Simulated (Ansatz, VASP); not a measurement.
**One calculation of Al, two programs**

```
Al
1.0
     0.00000    2.02203    2.02203
     2.02203    0.00000    2.02203
     2.02203    2.02203    0.00000
Al
1
Direct
  0.50000 0.50000 0.50000
```

Alike in both runs: task relaxation of cell and atoms; functional PBE; k mesh 24 × 24 × 24; occupations gaussian, width 0.1 eV; no spin polarisation.

```csv
,VASP,Ansatz
version,VASP 6.6.1,Ansatz 0.2.0
potentials or method,"VASP PAW PBE potentials, release 64 (Al)","scalar-relativistic, plane waves, PAW"
plane-wave cutoff (eV),600,420
valence electrons in the cell,3,3
```

Ansatz gave:

| Property | Result |
| --- | --- |
| gap on the k mesh at the Fermi level, each at its own relaxed structure (eV) | none |
| relaxed volume (Å³/atom) | 16.48 |
| relaxed cell length with the largest relative difference (Å) | 2.856 |

Question: What did VASP give for the same quantities?

Answer: gap on the k mesh at the Fermi level, each at its own relaxed structure (eV): none; relaxed volume (Å³/atom): 16.47; relaxed cell length with the largest relative difference (Å): 2.856.

A gap of «none» marks a metal or a gap that the smearing closes.
